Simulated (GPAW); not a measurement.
# Re (Fm-3m) in GPAW: further runs

One crystal, Re, is run at these levels: LDA, SCAN, SCAN+D3(BJ); tasks: phonons, Fermi surface, elastic constants.

Program: GPAW 26.7.0. These are calculated values, not measurements. Logs are shortened: lines on timing, memory, paths and dates and some standing lists are left out, and cuts for length are marked. The log counts tension as positive stress, the text compression.

## (1) The crystal as given

Symmetry: Fm-3m, No. 225, cubic system. The conventional cell has a = 3.950 Å, b = 3.950 Å, c = 3.950 Å, α = 90.00°, β = 90.00°, γ = 90.00°. Around Re (site symmetry m-3m) lie 12 Re at 2.79 Å.

This isn't the form of Re at room conditions, which is hcp.

## (2) Phonons, LDA

File run.py:

```python
import json
import numpy as np
from ase import Atoms
from ase.io import read, write
from phonopy import Phonopy
from phonopy.structure.atoms import PhonopyAtoms
from gpaw import GPAW, PW, setup_paths

setup_paths.insert(0, '.')

atoms = read('Re.xyz')

calc = GPAW(mode=PW(510),
            xc='LDA',
            kpts={'size': (12, 12, 12), 'gamma': True},
            occupations={'name': 'fermi-dirac', 'width': 0.05},
            nbands=15,
            convergence={'density': 1e-06, 'eigenstates': 1e-09},
            maxiter=150,
            txt='gpaw.txt')
atoms.calc = calc
energy = atoms.get_potential_energy()
forces = atoms.get_forces()
stress = atoms.get_stress()
calc.write('gs.gpw')
write('result.traj', atoms)
print('Cell:', atoms.cell.cellpar().round(4))
print(atoms.get_scaled_positions().round(5))

def force_constants(scale):
    unit = PhonopyAtoms(symbols=atoms.get_chemical_symbols(), cell=atoms.cell[:] * scale**(1 / 3),
                        scaled_positions=atoms.get_scaled_positions())
    ph = Phonopy(unit, supercell_matrix=np.diag([2, 2, 2]), primitive_matrix=np.eye(3), symprec=1e-4)
    ph.generate_displacements(distance=0.01)
    forces = []
    for i, sc in enumerate(ph.supercells_with_displacements):
        a = Atoms(sc.symbols, cell=sc.cell, scaled_positions=sc.scaled_positions, pbc=True)
        c = GPAW(mode=PW(510),
                 xc='LDA',
                 kpts={'size': (6, 6, 6), 'gamma': True},
                 occupations={'name': 'fermi-dirac', 'width': 0.05},
                 nbands=80,
                 convergence={'density': 1e-06, 'eigenstates': 1e-09},
                 maxiter=150,
                 txt=f'disp-{scale:.3f}-{i:02d}.txt')
        a.calc = c
        f = a.get_forces()
        forces.append(f - f.mean(axis=0))
        print(f'displacement {i}: drift', f.mean(axis=0).round(5), flush=True)
    ph.forces = forces
    ph.produce_force_constants()
    ph.symmetrize_force_constants()
    return ph

qpoints = [[0.0, 0.0, 0.0], [0.0, 0.0, 0.5], [0.0, 0.5, 0.0], [0.0, 0.5, 0.5], [0.5, 0.0, 0.0], [0.5, 0.0, 0.5], [0.5, 0.5, 0.0], [0.5, 0.5, 0.5]]
results = {}
for scale in [1.0]:
    ph = force_constants(scale)
    ph.run_qpoints(qpoints)
    nu = ph.qpoints.frequencies * 33.35641  # THz to cm^-1
    results[f'{scale:.3f}'] = nu.tolist()
    for qp, f in zip(qpoints, nu):
        print(scale, np.round(qp, 4), f.round(2))

path = atoms.cell.bandpath('GXWKGLUWLK,UX', npoints=60, eps=1e-4)
ph.run_qpoints(path.kpts)
results['path'] = (ph.qpoints.frequencies * 33.35641).tolist()
results['path_q'] = path.kpts.tolist()
x, ticks, names = path.get_linear_kpoint_axis()
results['axis'] = [x.tolist(), list(ticks), names]
ph.run_mesh([15, 15, 15], is_gamma_center=True)
ph.run_thermal_properties(temperatures=[0, 100, 200, 300, 500, 800], cutoff_frequency=0.05)
tp = ph.thermal_properties
results['thermal'] = [list(v) for v in (tp.temperatures, tp.free_energy, tp.entropy, tp.heat_capacity)]
for t, fv, s, cv in zip(*results['thermal']):
    print(f'{t:6.0f} K  F {fv:9.4f} kJ/mol  S {s:9.4f} J/K/mol  Cv {cv:9.4f} J/K/mol')
json.dump(results, open('phonons.json', 'w'))
```

File Re.xyz:

```xyz
1
Lattice="0.0000000000 1.9750000000 1.9750000000 1.9750000000 0.0000000000 1.9750000000 1.9750000000 1.9750000000 0.0000000000" Properties=species:S:1:pos:R:3 pbc="T T T"
Re     0.0000000000      0.0000000000      0.0000000000
```

Potentials or basis: PAW data sets generated in the run's folder for this functional, pw.

Started as:

```
> gpaw-setup -f LDA Re
> OMP_NUM_THREADS=1 python run.py
```

gpaw.txt:

```text
__  _  _
 | _ |_)|_||  |
 |__||  | ||/\| - 26.7.0

Input parameters:
  mode=PW(ecut=510.0),
  convergence={'density': 1e-06, 'eigenstates': 1e-09},
  kpts=MonkhorstPack(size=(12, 12, 12), gamma=True),
  maxiter=150,
  nbands=15,
  occupations=Occupations(name='fermi-dirac', width=0.05),
  xc=XC(name='LDA')

Diagonalizing LCAO Hamiltonian
Converting LCAO to pw mode

       Re

Atoms  # Å, Bohr magnetons
|   | symbol |        x |        y |        z |    initial magnetic moments |
|---|--------|----------|----------|----------|-----------------------------|
| 0 |     Re | 0.000000 | 0.000000 | 0.000000 | ( 0.0000,  0.0000,  0.0000) |

Unit cell  # Å
| periodic |        x |        y |        z |  lengths |    angles |
|----------|----------|----------|----------|----------|-----------|
|      yes | 0.000000 | 1.975000 | 1.975000 | 2.793072 | 60.000000 |
|      yes | 1.975000 | 0.000000 | 1.975000 | 2.793072 | 60.000000 |
|      yes | 1.975000 | 1.975000 | 0.000000 | 2.793072 | 60.000000 |

Number of symmetries: 48
Symmetry operations  # r_c * U_cc + t_c -> r_c
|    | kind |            matrix            |
|----|------|------------------------------|
|  0 |  σ   |  1, 0, 0,  1, 0,-1,  1,-1, 0 |
|  1 |  C2  |  1, 0, 0,  1,-1, 0,  1, 0,-1 |
|  2 |  E   |  1, 0, 0,  0, 1, 0,  0, 0, 1 |
|  3 |  σ   |  1, 0, 0,  0, 0, 1,  0, 1, 0 |
|  4 |  C4  |  1, 0,-1,  1, 0, 0,  1,-1, 0 |
|  5 |  S6  |  1, 0,-1,  1,-1, 0,  1, 0, 0 |
|  6 |  σ   |  1, 0,-1,  0, 1,-1,  0, 0,-1 |
|  7 |  C3  |  1, 0,-1,  0, 0,-1,  0, 1,-1 |
|  8 |  S6  |  1,-1, 0,  1, 0, 0,  1, 0,-1 |
|  9 |  C4  |  1,-1, 0,  1, 0,-1,  1, 0, 0 |
| 10 |  C3  |  1,-1, 0,  0,-1, 1,  0,-1, 0 |
| 11 |  σ   |  1,-1, 0,  0,-1, 0,  0,-1, 1 |
| 12 |  σ   |  0, 1, 0,  1, 0, 0,  0, 0, 1 |
| 13 |  C4  |  0, 1, 0,  0, 1,-1, -1, 1, 0 |
| 14 |  C3  |  0, 1, 0,  0, 0, 1,  1, 0, 0 |
| 15 |  S6  |  0, 1, 0, -1, 1, 0,  0, 1,-1 |
| 16 |  C2  |  0, 1,-1,  1, 0,-1,  0, 0,-1 |
| 17 |  σ   |  0, 1,-1,  0, 1, 0, -1, 1, 0 |
| 18 |  S4  |  0, 1,-1,  0, 0,-1,  1, 0,-1 |
| 19 |  C4  |  0, 1,-1, -1, 1, 0,  0, 1, 0 |
| 20 |  C3  |  0, 0, 1,  1, 0, 0,  0, 1, 0 |
| 21 |  σ   |  0, 0, 1,  0, 1, 0,  1, 0, 0 |
| 22 |  S6  |  0, 0, 1,  0,-1, 1, -1, 0, 1 |
| 23 |  C4  |  0, 0, 1, -1, 0, 1,  0,-1, 1 |
| 24 |  S4  |  0, 0,-1,  1, 0,-1,  0, 1,-1 |
| 25 |  C3  |  0, 0,-1,  0, 1,-1,  1, 0,-1 |
| 26 |  C2  |  0, 0,-1,  0,-1, 0, -1, 0, 0 |
| 27 |  S6  |  0, 0,-1, -1, 0, 0,  0,-1, 0 |
| 28 |  S4  |  0,-1, 1,  1,-1, 0,  0,-1, 0 |
| 29 |  C4  |  0,-1, 1,  0, 0, 1, -1, 0, 1 |
| 30 |  C2  |  0,-1, 1,  0,-1, 0,  1,-1, 0 |
| 31 |  σ   |  0,-1, 1, -1, 0, 1,  0, 0, 1 |
| 32 |  C3  |  0,-1, 0,  1,-1, 0,  0,-1, 1 |
| 33 |  S6  |  0,-1, 0,  0, 0,-1, -1, 0, 0 |
| 34 |  S4  |  0,-1, 0,  0,-1, 1,  1,-1, 0 |
| 35 |  C2  |  0,-1, 0, -1, 0, 0,  0, 0,-1 |
| 36 |  C2  | -1, 1, 0,  0, 1, 0,  0, 1,-1 |
| 37 |  S6  | -1, 1, 0,  0, 1,-1,  0, 1, 0 |
| 38 |  S4  | -1, 1, 0, -1, 0, 1, -1, 0, 0 |
| 39 |  C3  | -1, 1, 0, -1, 0, 0, -1, 0, 1 |
| 40 |  S6  | -1, 0, 1,  0, 0, 1,  0,-1, 1 |
| 41 |  C2  | -1, 0, 1,  0,-1, 1,  0, 0, 1 |
| 42 |  C3  | -1, 0, 1, -1, 1, 0, -1, 0, 0 |
| 43 |  S4  | -1, 0, 1, -1, 0, 0, -1, 1, 0 |
| 44 |  C2  | -1, 0, 0,  0, 0,-1,  0,-1, 0 |
| 45 |  i   | -1, 0, 0,  0,-1, 0,  0, 0,-1 |
| 46 |  σ   | -1, 0, 0, -1, 1, 0, -1, 0, 1 |
| 47 |  C2  | -1, 0, 0, -1, 0, 1, -1, 1, 0 |

BZ-sampling:
  Number of BZ points: 1728
  Number of IBZ points: 72

  Monkhorst-Pack size: [12, 12, 12]
  Monkhorst-Pack shift: [0.041666666666666664, 0.041666666666666664, 0.041666666666666664]

K-points  # in reciprocal-cell coordinates
|     |                                coordinates |     weight |
|-----|--------------------------------------------|------------|
|   0 | ( -0.00000000,  -0.00000000,  -0.00000000) | 0.00057870 |
|   1 | (  0.08333333,   0.08333333,  -0.00000000) | 0.00347222 |
|   2 | (  0.08333333,   0.08333333,   0.08333333) | 0.00462963 |
|   3 | (  0.16666667,   0.08333333,   0.08333333) | 0.00694444 |
|   4 | (  0.16666667,   0.16666667,  -0.00000000) | 0.00347222 |
|   5 | (  0.16666667,   0.16666667,   0.08333333) | 0.01388889 |
|   6 | (  0.16666667,   0.16666667,   0.16666667) | 0.00462963 |
|   7 | (  0.25000000,   0.16666667,   0.08333333) | 0.01388889 |
|   8 | (  0.25000000,   0.16666667,   0.16666667) | 0.01388889 |
|   9 | (  0.25000000,   0.25000000,  -0.00000000) | 0.00347222 |
| ... |                                            |            |
|  71 | (  0.50000000,   0.50000000,   0.50000000) | 0.00231481 |

Plane wave coefficients: 419
Cutoff: 510.0 eV

Spin-components: 1 (collinear spins)
Bands:           15
Projectors:      6
Spin-degeneracy: 2
Datatype:        complex128

Parallelization:
  kpt:    1
  domain: 1
  band:   1

Density:
  Valence electrons: 13.0
  Components: 1
  Grid points: [15 15 15]
  Charge: 0.0  # |e|

Potential:
  Grid points: [15 15 15]

species:
  Re:
    name:    Rhenium
    Z:       75.0
    valence: 13
    core:    62
    charge:  0.0  # [|e|]
    compensation charges:
      type: gauss
      rc: 0.42  # [Å]
      lmax: 2
    cutoffs:
      filter: 2.40  # [Å]
      core: 2.76  # [Å]
    projectors
    | kind |    occ | energy [eV] | rcut [Å] |
    |------|--------|-------------|----------|
    |   6s |  2.000 |      -6.135 |    1.376 |
    |   5p |  6.000 |     -47.246 |    1.376 |
    |   6p |  0.000 |      -1.440 |    1.376 |
    |   5d |  5.000 |      -5.587 |    1.307 |
    |    s |        |      21.076 |    1.376 |
    |    d |        |      21.625 |    1.307 |

    Using partial waves for Re as LCAO basis

Reference energy: -453426.430519  # eV

eigensolver:
  PPCG
  Converge bands: occupied
  niter=2

density mixing:
  MSR1-Mixer
  Pratt-step length: 0.05
  Maximum mixing coefficient: 0.75
  Old densities: 10
  SVD Regularization: 0.005
  Good broyden scale: 1.0
  Trust region scale: 1.0
  Backstep threshold: 4.0
  History deletion threshold: 6.0
  Fourier metric: weight=20.0, sigma=0.015

occupation numbers:
  Fermi-Dirac:
    width: 0.0500  # eV

poisson solver:
  ecut: 4080.0  # eV

xc functional:
  name: None

convergence criteria:
- Maximum integral of absolute [dens]ity change: 1e-06 electrons / valence electron
- Maximum integral of absolute [eigenst]ate change: 1e-09 eV^2 / valence electron
- Maximum [total energy] change in last 3 cyles: 0.0005 eV / valence electron
maximum number of iterations: 150

SCF iterations
|iter     | |      energy | eigst |  dens |
|---------|-|-------------|-------|-------|
|iter:   1| |  -13.182701 | +0.14 |       |
|iter:   2| |  -13.133656 | -2.63 | -1.20 |
|iter:   3| |  -12.893293 | -2.04 | -1.23 |
|iter:   4| |  -12.894639 | -3.18 | -2.00 |
|iter:   5| |  -12.896615c| -3.23 | -2.32 |
|iter:   6| |  -12.896621c| -5.69 | -3.40 |
|iter:   7| |  -12.896621c| -6.42 | -3.81 |
|iter:   8| |  -12.896621c| -8.58 | -5.08 |
|iter:   9| |  -12.896621c| -9.57c| -5.42 |
|iter:  10| |  -12.896621c|-10.49c| -6.37c|

Converged in 10 steps
Energy contributions relative to reference atoms: (reference = -453426.430519)

Energy contributions:
  Kinetic:          -4.477445
  Coulomb:           1.801393
  Zero:              0.025917
  External:          0.000000
  Xc:              -10.243666
  Entropy:          -0.005644
  Spinorbit:         0.000000
  ----------------------------
  Free energy:     -12.899443
  Extrapolated:    -12.896621

dipole moment: (-13.653965, -13.653965, -13.653965)  # |e|*Ang

Fermi level: 13.394
Eigenvalues  # (at kpt = [-0.000, -0.000, -0.000])
| band index |      eig [eV] | occ [0-2] |
|------------|---------------|-----------|
|          0 |       -28.048 |     2.000 |
|          1 |       -28.048 |     2.000 |
|          2 |       -28.048 |     2.000 |
|          3 |         3.676 |     2.000 |
|          4 |        11.632 |     2.000 |
|          5 |        11.632 |     2.000 |
|          6 |        11.632 |     2.000 |
|          7 |        14.581 |     0.000 |
|          8 |        14.581 |     0.000 |
|          9 |        26.785 |     0.000 |
|         10 |        32.195 |     0.000 |
|         11 |        32.195 |     0.000 |
|         12 |        32.195 |     0.000 |
|         13 |        36.791 |     0.000 |
|         14 |        47.530 |     0.000 |

No gap
No difference between direct/indirect transitions

Forces  # eV/Ang
|       x |        y |        z |
|---------|----------|----------|
| 0.00000 | -0.00000 | -0.00000 |  # Re   0

Stress tensor  # eV/Ang^3
|         x |         y |        z |
|-----------|-----------|----------|
|  0.159941 | -0.000000 | 0.000000 |
| -0.000000 |  0.159941 | 0.000000 |
|  0.000000 |  0.000000 | 0.159941 |

# Writing to gs.gpw (mode='')
```

Wall time 9.2 min (1 thread of Arm Neoverse V1, shared host); peak memory 0.51 GiB.

Results:

```yaml
Free_energy: -12.8994 eV
Pressure: -25.6 GPa
Band_gap_on_the_k_mesh: none (metal or under the smearing width)
Highest_phonon_frequency: 145 cm⁻¹
```

Levels at points of the mesh, in eV from the Fermi level:
| k point | band 5 | band 6 | band 7 | band 8 | band 9 | band 10 |
| --- | --- | --- | --- | --- | --- | --- |
| (0.00, 0.00, 0.00) | -1.76 | -1.76 | -1.76 | 1.19 | 1.19 | 13.39 |
| (0.50, 0.50, 0.00) | -5.53 | 2.68 | 3.52 | 4.29 | 4.29 | 11.78 |
| (0.50, 0.50, 0.50) | -1.96 | -1.96 | 0.26 | 3.59 | 3.59 | 9.33 |

Phonon frequencies in cm⁻¹ (negative: imaginary):
```csv
q point,frequencies
"(0.000, 0.000, 0.000)",0 0 0
"(0.000, 0.000, 0.500)",81 92 92
"(0.000, 0.500, 0.000)",81 92 92
"(0.000, 0.500, 0.500)",86 86 145
"(0.500, 0.000, 0.000)",81 92 92
"(0.500, 0.000, 0.500)",86 86 145
"(0.500, 0.500, 0.000)",86 86 145
"(0.500, 0.500, 0.500)",81 92 92
```

Caveat: the cell is more than 3 GPa from zero pressure, which shifts response properties; the cutoff is short for stress and forces, so pressures can be off by a GPa or more; phonon bands are interpolated from a small supercell; so large a pressure means that the cell lies far from this level's equilibrium, or that cutoff or potentials fall short. Spin-orbit coupling is left out, which matters for the levels of Re.

[end of part 1 of 2]
